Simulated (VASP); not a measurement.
# HfO2 (strained fluorite): a PBE single-point calculation in VASP

INCAR

```
NSW = 0
IBRION = -1
EDIFF = 1E-7
ISMEAR = -1
NELM = 120
NBANDS = 18
PREC = Accurate
LREAL = .FALSE.
LASPH = .TRUE.
ENCUT = 520
ISIF = 2
SIGMA = 0.02
LCHARG = .FALSE.
GGA = PE
LWAVE = .FALSE.
```

KPOINTS

```
KPOINTS created by Atomic Simulation Environment
0
Gamma
8 8 8
0 0 0
```

KPOINTS_OPT

```
special points
7
Reciprocal
0.0000000000 0.0000000000 0.0000000000 1
0.5000000000 0.0000000000 0.5000000000 1
0.6250000000 0.2500000000 0.6250000000 1
0.3750000000 0.3750000000 0.7500000000 1
0.5000000000 0.5000000000 0.5000000000 1
0.5000000000 0.2500000000 0.7500000000 1
0.0000000000 0.5000000000 0.5000000000 1
```

POSCAR

```
Hf O
 1.0000000000000000
    -0.0364527718000000    2.5180213707000001    2.5180213707000001
     2.5180213707000001   -0.0364527718000000    2.5180213707000001
     2.5180213707000001    2.5180213707000001   -0.0364527718000000
 Hf  O
   1   2
Cartesian
 -0.0000000000000000  0.0000000000000000  0.0000000000000000
  1.2552713575367758  1.2552713575367758  1.2552713575367758
  3.7443186120632248  3.7443186120632248  3.7443186120632252
```

VASP ran with the recommended PBE PAW datasets (22 valence electrons in the cell).

Command

```
mpirun -np 1 vasp_std
```

OSZICAR

```
N       E                     dE             d eps       ncg     rms          rms(c)
DAV:   1     0.928682248813E+02    0.92868E+02   -0.12630E+04  2340   0.121E+03
DAV:   2    -0.319048706891E+02   -0.12477E+03   -0.12156E+03  2990   0.288E+02
DAV:   3    -0.359977157262E+02   -0.40928E+01   -0.40761E+01  2676   0.464E+01
DAV:   4    -0.360216265918E+02   -0.23911E-01   -0.23904E-01  2890   0.396E+00
DAV:   5    -0.360217682569E+02   -0.14167E-03   -0.14166E-03  2632   0.285E-01    0.478E+01
DAV:   6    -0.303740464881E+02    0.56477E+01   -0.20207E+01  2380   0.323E+01    0.415E+01
DAV:   7    -0.302812012906E+02    0.92845E-01   -0.67476E-01  2684   0.672E+00    0.291E+01
DAV:   8    -0.302661921376E+02    0.15009E-01   -0.29274E-01  2548   0.495E+00    0.974E+00
DAV:   9    -0.302436602955E+02    0.22532E-01   -0.68275E-02  2486   0.220E+00    0.266E+00
DAV:  10    -0.302438618262E+02   -0.20153E-03   -0.33272E-03  2572   0.442E-01    0.179E-01
DAV:  11    -0.302439027376E+02   -0.40911E-04   -0.17289E-04  2706   0.113E-01    0.208E-01
DAV:  12    -0.302439154832E+02   -0.12746E-04   -0.37004E-05  2570   0.408E-02    0.141E-02
DAV:  13    -0.302439164314E+02   -0.94823E-06   -0.14676E-06  2798   0.911E-03    0.279E-03
DAV:  14    -0.302439166840E+02   -0.25261E-06   -0.17721E-07  2532   0.288E-03    0.474E-03
DAV:  15    -0.302439166336E+02    0.50431E-07   -0.61480E-09  1626   0.563E-04
   1 F= -.30243917E+02 E0= -.30243917E+02  d E =-.272940E-12
       N       E                     dE             ncg
DAV:   1     0.184495209029E+04   -0.59543E+04      252
DAV:   2     0.103422737427E+04   -0.81072E+03      330
DAV:   3     0.100495298340E+04   -0.29274E+02      282
DAV:   4     0.100473993207E+04   -0.21305E+00      330
DAV:   5     0.100473844390E+04   -0.14882E-02      286
DAV:   6     0.100473841962E+04   -0.24284E-04      336
DAV:   7     0.100473841916E+04   -0.46235E-06      284
DAV:   8     0.100473841915E+04   -0.88307E-08      202
```

From OUTCAR

```
k-points           NKPTS =     65   k-points in BZ     NKDIM =     65   number of bands    NBANDS=     18

   NELECT =      22.0000    total number of electrons

   dimension x,y,z NGX =    28 NGY =   28 NGZ =   28
   dimension x,y,z NGXF=    56 NGYF=   56 NGZF=   56

  energy-cutoff  :      520.00
  volume of cell :       32.62
      direct lattice vectors                 reciprocal lattice vectors
    -0.036452772  2.518021371  2.518021371    -0.194307868  0.197162135  0.197162135
     2.518021371 -0.036452772  2.518021371     0.197162135 -0.194307868  0.197162135
     2.518021371  2.518021371 -0.036452772     0.197162135  0.197162135 -0.194307868

 k-points in reciprocal lattice and weights: KPOINTS created by Atomic Simulation Env
   0.00000000  0.00000000  0.00000000       0.002
   0.12500000  0.00000000  0.00000000       0.012
   0.25000000  0.00000000  0.00000000       0.012
   0.37500000  0.00000000  0.00000000       0.012
   0.50000000  0.00000000  0.00000000       0.006
   0.12500000  0.12500000  0.00000000       0.012
   0.25000000  0.12500000  0.00000000       0.023
   0.37500000  0.12500000  0.00000000       0.023
   ...

 E-fermi :   4.7421

 k-point     1 :       0.0000    0.0000    0.0000
  band No.  band energies     occupation
      1     -25.4279      2.00000
      2     -25.4279      2.00000
      3     -25.4209      2.00000
      4     -14.4569      2.00000
      5     -11.4300      2.00000
      6      -1.0918      2.00000
      7      -1.0918      2.00000
      8      -1.0144      2.00000
      9       3.6301      2.00000
     10       3.6763      2.00000
     11       3.6763      2.00000
     12       8.1459      0.00000
     13       8.1459      0.00000
     14      10.0932      0.00000
     15      14.6182      0.00000
     16      14.6182      0.00000
     17      14.7644      0.00000
     18      17.7517      0.00000

 k-point     2 :       0.1250    0.0000    0.0000
  band No.  band energies     occupation
      1     -25.4931      2.00000
      2     -25.4344      2.00000
      3     -25.4291      2.00000
      4     -14.2526      2.00000
      5     -11.5961      2.00000
      6      -0.9410      2.00000
      7      -0.8790      2.00000
      8      -0.6709      2.00000
      9       3.2134      2.00000
     10       3.3692      2.00000
     11       3.3901      2.00000
     12       8.4164      0.00000
     13       8.4392      0.00000
     14      10.7042      0.00000
     15      13.9225      0.00000
     16      14.3407      0.00000
     17      14.4903      0.00000
     18      17.7064      0.00000

 k-point     3 :       0.2500    0.0000    0.0000
  band No.  band energies     occupation
      1     -25.6467      2.00000
      2     -25.4502      2.00000
      3     -25.4468      2.00000
      4     -13.7664      2.00000
      5     -11.9345      2.00000
      6      -0.5630      2.00000
      7      -0.5198      2.00000
      8       0.2892      2.00000
      9       2.3111      2.00000
     10       2.8544      2.00000
     11       2.8795      2.00000
     12       8.8078      0.00000
     13       8.8949      0.00000
     14      11.3311      0.00000
     15      13.3961      0.00000
     16      13.8517      0.00000
     17      14.0251      0.00000
     18      16.8764      0.00000

 k-point     4 :       0.3750    0.0000    0.0000
  band No.  band energies     occupation
      1     -25.7927      2.00000
      2     -25.4659      2.00000
      3     -25.4644      2.00000
      4     -13.3392      2.00000
      5     -12.1412      2.00000
      6      -0.1738      2.00000
      7      -0.1696      2.00000
      8       1.1904      2.00000
      9       1.5405      2.00000
     10       2.4805      2.00000
     11       2.5706      2.00000
     12       8.8540      0.00000
     13       9.0080      0.00000
     14      11.0617      0.00000
     15      13.5876      0.00000
     16      13.7421      0.00000
     17      13.7941      0.00000
     18      16.3936      0.00000

 k-point     5 :       0.5000    0.0000    0.0000
  band No.  band energies     occupation
      1     -25.8511      2.00000
      2     -25.4724      2.00000
      3     -25.4717      2.00000
      4     -13.2182      2.00000
      5     -12.1499      2.00000
      6      -0.0357      2.00000
      7      -0.0158      2.00000
      8       1.2312      2.00000
      9       1.5381      2.00000
     10       2.3736      2.00000
     11       2.5006      2.00000
     12       8.7714      0.00000
     13       8.9492      0.00000
     14      11.1665      0.00000
     15      13.3242      0.00000
     16      13.5427      0.00000
     17      13.7468      0.00000
     18      16.7255      0.00000

 k-point     6 :       0.1250    0.1250    0.0000
  band No.  band energies     occupation
      1     -25.4982      2.00000
      2     -25.4463      2.00000
      3     -25.4408      2.00000
      4     -14.1763      2.00000
      5     -11.6563      2.00000
      6      -0.9200      2.00000
      7      -0.8749      2.00000
      8      -0.4264      2.00000
      9       2.3724      2.00000
     10       3.6702      2.00000
     11       3.6994      2.00000
     12       8.3434      0.00000
     13       8.5682      0.00000
     14      10.9209      0.00000
     15      13.9804      0.00000
     16      14.0623      0.00000
     17      14.3512      0.00000
     18      17.6787      0.00000

 k-point     7 :       0.2500    0.1250    0.0000
  band No.  band energies     occupation
      1     -25.6144      2.00000
      2     -25.4636      2.00000
      3     -25.4597      2.00000
      4     -13.7667      2.00000
      5     -11.9429      2.00000
      6      -0.6195      2.00000
      7      -0.5892      2.00000
      8       0.4321      2.00000
      9       1.3917      2.00000
     10       3.3724      2.00000
     11       3.4501      2.00000
     12       8.6811      0.00000
     13       8.8809      0.00000
     14      11.5901      0.00000
     15      13.3133      0.00000
     16      13.5802      0.00000
     17      14.0218      0.00000
     18      17.3675      0.00000

 k-point     8 :       0.3750    0.1250    0.0000
  band No.  band energies     occupation
      1     -25.7516      2.00000
      2     -25.4898      2.00000
      3     -25.4773      2.00000
      4     -13.2918      2.00000
      5     -12.1972      2.00000
      6      -0.2927      2.00000
      7      -0.2210      2.00000
      8       0.7741      2.00000
      9       1.4608      2.00000
     10       2.8343      2.00000
     11       3.0057      2.00000
     12       8.9033      0.00000
     13       9.0252      0.00000
     14      11.2970      0.00000
     15      13.1617      0.00000
     16      13.4196      0.00000
     17      14.2788      0.00000
     18      16.7759      0.00000

 k-point     9 :       0.5000    0.1250    0.0000
  band No.  band energies     occupation
      1     -25.8272      2.00000
      2     -25.5153      2.00000
      3     -25.4822      2.00000
      4     -13.0918      2.00000
      5     -12.2255      2.00000
      6      -0.2909      2.00000
      7       0.0921      2.00000
      8       0.6354      2.00000
      9       2.0800      2.00000
     10       2.4912      2.00000
     11       2.7175      2.00000
     12       8.8295      0.00000
     13       9.0589      0.00000
     14      11.1601      0.00000
     15      12.8915      0.00000
     16      13.4743      0.00000
     17      14.3179      0.00000
     18      16.8638      0.00000

 k-point    10 :      -0.3750    0.1250   -0.0000
  band No.  band energies     occupation
      1     -25.8034      2.00000
      2     -25.5235      2.00000
      3     -25.4720      2.00000
      4     -13.1367      2.00000
      5     -12.2212      2.00000
      6      -0.4164      2.00000
      7       0.1962      2.00000
      8       0.8447      2.00000
      9       1.8974      2.00000
     10       2.0646      2.00000
     11       3.0674      2.00000
     12       8.6843      0.00000
     13       9.2331      0.00000
     14      11.1594      0.00000
     15      12.7982      0.00000
     16      13.6092      0.00000
     17      14.4259      0.00000
     18      16.7690      0.00000

 k-point    11 :      -0.2500    0.1250   -0.0000
  band No.  band energies     occupation
      1     -25.6953      2.00000
      2     -25.5067      2.00000
      3     -25.4527      2.00000
      4     -13.4615      2.00000
      5     -12.1079      2.00000
      6      -0.6101      2.00000
      7      -0.1182      2.00000
      8       1.0541      2.00000
      9       1.4776      2.00000
     10       2.1372      2.00000
     11       3.4828      2.00000
     12       8.6360      0.00000
     13       9.2604      0.00000
     14      11.3624      0.00000
     15      12.8463      0.00000
     16      13.9143      0.00000
     17      14.1366      0.00000
     18      16.9757      0.00000

 ...

  Total        0.0149837      0.0149837      0.0149837      0.2024834      0.2024834      0.2024834
  in kB        0.7358571      0.7358571      0.7358571      9.9440337      9.9440337      9.9440337
  external PRESSURE =       0.7358571 kB  Pullay stress =       0.0000000 kB

 POSITION                                       TOTAL-FORCE (eV/Angst)
 -----------------------------------------------------------------------------------
      0.00000      0.00000      0.00000        -0.000000     -0.000000     -0.000000
      1.25527      1.25527      1.25527         0.002729      0.002729      0.002729
      3.74432      3.74432      3.74432        -0.002729     -0.002729     -0.002729
 -----------------------------------------------------------------------------------
    total drift:                                0.000000      0.000000      0.000000

  FREE ENERGIE OF THE ION-ELECTRON SYSTEM (eV)
  ---------------------------------------------------
  free  energy   TOTEN  =       -30.2439166336 eV

  energy  without entropy=      -30.2439166336  energy(sigma->0) =      -30.24391663
```

```json
{"gap between bands v and c": "3.80 eV", "least direct gap": "3.80 eV", "pressure": "0.1 GPa"}
```

Band v is the last that the valence electrons fill when counted band by band, and c is the next.

The run took about 37 s on one core of a shared host (Intel Xeon Platinum 8488C) and held 0.2 GiB at most.
